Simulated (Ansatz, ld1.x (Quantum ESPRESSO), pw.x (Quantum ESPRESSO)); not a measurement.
# pw.x on bcc Bi: one setting changed

Potential: ultrasoft, ld1.x (Quantum ESPRESSO) 7.5, PBE; core [Kr] 4d10 4f14, reference 5s2 5p6 5d10 6s2 6p3; waves: 5s (bound): rcut 1.35, rcutus 1.65 bohr; 6s (bound): rcut 1.35, rcutus 1.65 bohr; 5p (bound): rcut 1.45, rcutus 1.80 bohr; 6p (bound): rcut 1.45, rcutus 1.80 bohr; 5d (bound): rcut 1.55, rcutus 1.95 bohr; 5d channel at -1.4 Ry: rcut 1.55, rcutus 1.95 bohr; local part: all-electron potential smoothed inside 1.85 bohr (lloc = -1); core correction: a·sin(br)/r model core inside 0.90 bohr; augmentation: PSQ, radius 1.20 bohr.

The reference run (k-mesh 12³, cutoffs 85/680 Ry, Fermi–Dirac 0.01 Ry, mixing_beta 0.4, conv_thr 1e-9, no spin) gives -0.60 GPa at 31.675 Å³/atom, where all-electron LAPW gives -0.19 GPa. This run, with its own iteration cap, changes k-mesh points per axis to 6.

```
&control
  calculation='scf', prefix='x', pseudo_dir='./', outdir='./tmp', tstress=.true., disk_io='none'
/
&system
  ibrav=0, nat=1, ntyp=1, ecutwfc=85, ecutrho=680, nbnd=20,
  occupations='smearing', smearing='fd', degauss=0.01
/
&electrons
  conv_thr=1e-09, mixing_beta=0.4, electron_maxstep=70
/
ATOMIC_SPECIES
Bi 1.0 Bi.UPF
CELL_PARAMETERS angstrom
  -1.99320611 1.99320611 1.99320611
  1.99320611 -1.99320611 1.99320611
  1.99320611 1.99320611 -1.99320611
ATOMIC_POSITIONS crystal
Bi 0.0000 0.0000 0.0000
K_POINTS automatic
6 6 6 0 0 0
```

```bash
pw.x < Bi.scf.in > Bi.scf.out
```

**Question.** How does the run end?

**Answer.** It converges in 8 iterations; the free energy moves by +6.5 meV/atom and the pressure by +0.28 GPa.

```
Message from routine setup:
     using ibrav=0 with symmetry is DISCOURAGED, use correct ibrav instead
     lattice parameter (alat)  =       6.5240  a.u.
     unit-cell volume          =     213.7535 (a.u.)^3
     number of electrons       =        23.00
     number of Kohn-Sham states=           20
     kinetic-energy cutoff     =      85.0000  Ry
     charge density cutoff     =     680.0000  Ry
     scf convergence threshold =      1.0E-09
     Exchange-correlation= PBE
     number of k points=    16  Fermi-Dirac smearing, width (Ry)=  0.0100
     iteration #  1     ecut=    85.00 Ry     beta= 0.40
     total energy              =    -439.23663628 Ry
     estimated scf accuracy    <       0.01018091 Ry
     iteration #  2     ecut=    85.00 Ry     beta= 0.40
     total energy              =    -439.23830652 Ry
     estimated scf accuracy    <       0.01095829 Ry
     iteration #  3     ecut=    85.00 Ry     beta= 0.40
     total energy              =    -439.23962582 Ry
     estimated scf accuracy    <       0.00016453 Ry
     iteration #  4     ecut=    85.00 Ry     beta= 0.40
     total energy              =    -439.23963953 Ry
     estimated scf accuracy    <       0.00000673 Ry
     iteration #  5     ecut=    85.00 Ry     beta= 0.40
     total energy              =    -439.23964021 Ry
     estimated scf accuracy    <       0.00000029 Ry
     iteration #  6     ecut=    85.00 Ry     beta= 0.40
     total energy              =    -439.23964026 Ry
     estimated scf accuracy    <       0.00000007 Ry
     iteration #  7     ecut=    85.00 Ry     beta= 0.40
     total energy              =    -439.23964026 Ry
     estimated scf accuracy    <          1.6E-09 Ry
     iteration #  8     ecut=    85.00 Ry     beta= 0.40
     the Fermi energy is    13.2311 ev
!    total energy              =    -439.23964026 Ry
     estimated scf accuracy    <          8.8E-11 Ry
     smearing contrib. (-TS)   =      -0.00405121 Ry
     The total energy is F=E-TS. E is the sum of the following terms:
     one-electron contribution =    -266.64730469 Ry
     hartree contribution      =     127.20467068 Ry
     xc contribution           =     -44.23787697 Ry
     ewald contribution        =    -255.55507807 Ry
     convergence has been achieved in   8 iterations
          total   stress  (Ry/bohr**3)                   (kbar)     P=       -3.24
     Message from routine punch:
     Nothing written, as per user request (disk_io='none')
```

The run took about 16 s on one core of a shared host (Neoverse-V2, 32 threads, 247 GiB, load 32).
